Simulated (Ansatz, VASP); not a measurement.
## One calculation of Rh, two programs

```xyz
1
Lattice="2.5358 0.0000 0.0000 0.0000 2.5358 0.0000 0.0000 0.0000 2.5358" Properties=species:S:1:pos:R:3 pbc="T T T"
Rh    0.0000    0.0000    0.0000
```

Alike in both runs: functional PBE; k mesh 13 × 13 × 13; occupations fermi-dirac, width 0.05 eV; collinear spin.

Ansatz relaxed the structure, and its values are those at the end. VASP's run is a single point on that final structure, the one shown.

|  | VASP | Ansatz |
| --- | --- | --- |
| version | VASP 6.6.1 | Ansatz 0.2.0 |
| potentials or method | VASP PAW PBE potentials, release 64 (Rh_pv) | plane waves (420 eV) with PAW, scalar-relativistic |
| plane-wave cutoff (eV) | 520 | 420 |
| valence electrons in the cell | 15 | 17 |

|  | VASP | Ansatz | Ansatz less VASP |
| --- | --- | --- | --- |
| pressure (GPa) | 0.0 | 0.0 | -0.05 |
| net moment per atom (μB) | 0.00 | 0.00 | -0.001 |

With one functional, cell and mesh, what is left measures potentials, basis and numerics. The two sets of potentials don't hold the same shells in valence. Ansatz warned: «seeded_moment_not_kept».
